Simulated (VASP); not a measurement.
Set up this calculation in VASP 6.6.1, as the native input.

- Task: relaxation of cell and atoms
- Functional: PBEsol
- Potentials or basis: VASP PAW PBE potentials, release 64 (La)
- Cutoff: 600 eV
- k mesh: 12 × 12 × 4
- Occupations: gaussian, width 0.1 eV
- Spin: no spin polarisation
- Further INCAR settings: ALGO = Fast; EDIFF = 1e-07; IBRION = 2; EDIFFG = -0.005; NSW = 90; ISIF = 3

The structure of La lies in POSCAR:

```
La
1.0
    3.7963115000      0.0000000000      0.0000000000
   -1.8981557500      3.2877022000      0.0000000000
    0.0000000000      0.0000000000     12.0412575300
La
4
Direct
    0.0000000000      0.0000000000      0.0000000000
    0.0000000000      0.0000000000      0.5000000000
    0.3333333300      0.6666666700      0.2500000000
    0.6666666700      0.3333333300      0.7500000000
```

The input as run:

INCAR

```
SYSTEM = La
PREC     = Accurate       ! precision mode
ENCUT    = 600            ! plane-wave cutoff, eV
EDIFF    = 1E-7           ! SCF threshold, eV
ISMEAR   = 0              ! smearing method
SIGMA    = 0.1            ! smearing width, eV
LREAL    = .FALSE.        ! projectors in reciprocal space
LASPH    = .TRUE.         ! aspherical terms in the spheres
NELM     = 60             ! most SCF steps
ALGO     = Fast           ! electronic algorithm
ISIF     = 3              ! what is computed and relaxed
LWAVE    = .FALSE.        ! write WAVECAR
LCHARG   = .FALSE.        ! write CHGCAR
GGA      = PS             ! functional
IBRION   = 2              ! ionic algorithm
NSW      = 90             ! ionic steps
EDIFFG   = -0.005         ! ionic threshold
```

KPOINTS

```
regular mesh
0
G
  12 12 4
  0 0 0
```

Potentials or basis: VASP PAW PBE potentials, release 64 (La).

Command:

```sh
$ cat potpaw_PBE.64/La/POTCAR > POTCAR
$ mpirun -np 1 vasp_std > vasp.out
```

It gave:

```
Relaxed volume                         : 34.07 Å³/atom
Relaxed cell                           : a = 3.657 Å, b = 3.657 Å, c = 11.763 Å, α = 90.00°, β = 90.00°, γ = 120.00°
Space group after relaxing (to 0.05 Å) : P6_3/mmc (No. 194)
Energy gained by relaxing              : 27.8 meV/atom
Ionic steps                            : 8
Pressure after relaxing                : 0.0 GPa
Band gap on the k mesh                 : none (metal or under the smearing width)
```

Caveat: the PAW data sets were made with another functional, which shifts forces and pressure a little.

Wall time 76 min on 1 thread of Intel(R) Xeon(R) Platinum 8375C CPU @ 2.90GHz (Ice Lake), on a shared host, peak memory 0.48 GiB.
